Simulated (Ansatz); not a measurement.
Runs of Ansatz 0.2.0 on ZrSe2. Symmetry: P-3m1, No. 164, trigonal system. Conventional cell: a = 3.798 Å, b = 3.798 Å, c = 6.192 Å, α = 90.00°, β = 90.00°, γ = 120.00°. Zr (site symmetry -3m) is surrounded by 6 Se at 2.68 Å. Se (site symmetry 3m) is surrounded by 3 Zr at 2.68 Å. 

```csv
task,level,potentials or basis,U,cell,k mesh,cutoff (eV),hubbard projectors,double counting,mesh quality,gap on the mesh (eV),pressure (GPa),relaxed volume (Å³/atom),largest force (eV/Å)
relaxation of cell and atoms,BLYP+D4,Ansatz PAW,-,relaxed,8 × 8 × 5,420,-,-,not flagged,(c),0.0,25.56,-
relaxation of cell and atoms,LDA+U,Ansatz PAW,Zr d U = 3 eV,relaxed,8 × 8 × 5,420,ortho-atomic (the default),fll (the default),not flagged,-,0.0,(b),-
single point,PBE,Ansatz PAW,-,as given,4 × 4 × 2,420,-,-,coarse,0.33,2.4,-,(a)
relaxation of cell and atoms,PBE+U,Ansatz PAW,Zr d U = 6.2 eV,relaxed,8 × 8 × 5,420,ortho-atomic (the default),fll (the default),not flagged,2.23,0.0,31.54,0.01
```

Alike in all rows: no spin polarisation; smearing fermi-dirac 0.05 eV.

Q: Estimate the missing entries.

A: (a) 0.24; (b) 24.61; (c) 0.29.

Caveats: some runs use coarse meshes; the plane-wave basis is chosen anew once the cell has moved, so the energies of steps on either side of that aren't comparable (some runs); odd divisions of the mesh miss points on the zone boundary, where band edges often lie, so the gap on the mesh can be too wide (some runs); the PAW data sets come from PBE, with cores solved anew for the run's functional, which leaves a small shift of forces and pressure (some runs); this functional lacks dispersion, which binds the layers, so the pressure and a relaxed spacing across them are unreliable (some runs); the volume moved by over 15 % at a fixed basis, so the end points are rough (some runs); this functional lacks dispersion, which binds the layers, so the pressure and a relaxed spacing across them are unreliable, and here the layers came unbound (some runs); the volume moved by +22 % from the deposited cell, more than functionals usually miss (some runs).

A k mesh can miss the band edges, and the runs leave out spin-orbit coupling on Se, Zr.
